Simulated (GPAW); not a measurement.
A run of GPAW 26.7.0 is set up as follows.

The input run.py:

```python
from ase.dft.bandgap import bandgap
from ase.io import read, write
from ase.units import GPa
from gpaw import GPAW, PW, setup_paths

setup_paths.insert(0, '.')

atoms = read('POSCAR')

calc = GPAW(mode=PW(600),
            xc='BLYP',
            kpts={'size': (8, 8, 8), 'gamma': True},
            occupations={'name': 'fermi-dirac', 'width': 0.05},
            nbands=20,
            convergence={'density': 1e-05, 'energy': 1e-05},
            eigensolver='davidson',
            maxiter=150,
            txt='gpaw.txt')
atoms.calc = calc
energy = atoms.get_potential_energy()
forces = atoms.get_forces()
stress = atoms.get_stress()
calc.write('gs.gpw')
write('result.traj', atoms)
print(f'Energy: {energy:.6f} eV')
print('Forces (eV/A):')
print(forces.round(4))
print('Stress (GPa):', (stress / GPa).round(3))
print('Fermi level:', round(calc.get_fermi_level(), 4), 'eV')
print(f'Gap: {bandgap(calc)[0]:.4f} eV, direct: {bandgap(calc, direct=True)[0]:.4f} eV')

path = atoms.cell.bandpath('GXWKGLUWLK,UX', npoints=80, eps=1e-4)
bs_calc = calc.fixed_density(kpts=path, symmetry='off', nbands=33,
                             convergence={'bands': 'CBM+6.0', 'eigenstates': 1e-6}, txt='bands.txt')
bs = bs_calc.band_structure()
bs.write('bs.json')
print(f'Gap on the path: {bandgap(bs_calc)[0]:.4f} eV')
```

POSCAR

```
Al2Au
1.0
    0.0000000000      3.0000000000      3.0000000000
    3.0000000000      0.0000000000      3.0000000000
    3.0000000000      3.0000000000      0.0000000000
Au Al
1 2
Direct
    0.0000000000      0.0000000000      0.0000000000
    0.7500000000      0.7500000000      0.7500000000
    0.2500000000      0.2500000000      0.2500000000
```

Potentials or basis: PAW data sets generated in the run's folder for this functional, pw.

Command:

```sh
$ gpaw-setup -f BLYP Al Au
$ OMP_NUM_THREADS=1 python run.py
```

Task: Predict the band gap along the path.

Result: None (metal or under the smearing width).

Task: Predict the pressure.

Result: 7.3 GPa.

Levels at the corners of the path, in eV from the Fermi level:
```
point  band 5  band 6  band 7  band 8  band 9  band 10  band 11  band 12  band 13  band 14
    Γ   -5.70   -5.70    2.12    2.96    2.96     2.96     3.94     3.94     3.94     5.91
    X   -5.84   -5.40   -5.08   -2.06   -2.06     1.20     2.32     7.91     9.76     9.76
    W   -5.84   -5.26   -4.04   -4.04   -2.13     4.17     4.17     5.34     5.54     9.30
    K   -5.61   -5.60   -4.64   -3.39   -1.33     1.91     4.51     6.15     7.72     8.39
    Γ   -5.70   -5.70    2.12    2.96    2.96     2.96     3.94     3.94     3.94     5.91
    L   -5.58   -5.58   -5.50    0.37    0.37     3.47     3.49     3.90     3.90     9.00
    U   -5.61   -5.60   -4.64   -3.39   -1.33     1.91     4.51     6.15     7.72     8.39
    W   -5.84   -5.26   -4.04   -4.04   -2.13     4.17     4.17     5.34     5.54     9.30
    L   -5.58   -5.58   -5.50    0.37    0.37     3.47     3.49     3.90     3.90     9.00
    K   -5.61   -5.60   -4.64   -3.39   -1.33     1.91     4.51     6.15     7.72     8.39
    U   -5.61   -5.60   -4.64   -3.39   -1.33     1.91     4.51     6.15     7.72     8.39
    X   -5.84   -5.40   -5.08   -2.06   -2.06     1.20     2.32     7.91     9.76     9.76
```

Caveat: with this Au data set, volumes or pressures lay over 1.5 % or 2 GPa off other programs in two to four cells of ten; spin-orbit coupling is left out, which moves the levels of the heavy elements.
